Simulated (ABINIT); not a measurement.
Here is an ABINIT 10.8.3 (patched build) calculation.

Contents of run.abi:

```
# Pseudopotentials
pp_dirpath "./"
pseudos "Ti.LDA_PW-JTH.xml, C.LDA_PW-JTH.xml"

# Structure
acell 3.062788961 3.062788961 3.062788961 Angstrom
rprim
     0.0000000000     0.7071067812     0.7071067812
     0.7071067812     0.0000000000     0.7071067812
     0.7071067812     0.7071067812     0.0000000000
ntypat 2
znucl 22 6
natom 2
typat 1 2
xred
     0.0000000000     0.0000000000     0.0000000000
     0.5000000000     0.5000000000     0.5000000000

# Plane-wave basis
ecut 14.0
pawecutdg 28.0

# k points
kptopt 1
ngkpt 8 8 8
nshiftk 1
shiftk 0.0 0.0 0.0

# Exchange and correlation
ixc 7

# Bands and occupations
nband 12
occopt 3
tsmear 0.00183747

# SCF cycle
nstep 100
tolvrs 1.0e-9

# Output
iomode 3
prtwf 0
prteig 0
prtebands 0
prtden 1
prtvha 1
prtvclmb 1
prtpot 1
```

Potentials or basis: JTH PAW LDA v2.0.

Command:

```bash
$ abinit run.abi > log 2>&1
```

Predict the band gap on the k mesh.

none (metal or under the smearing width).
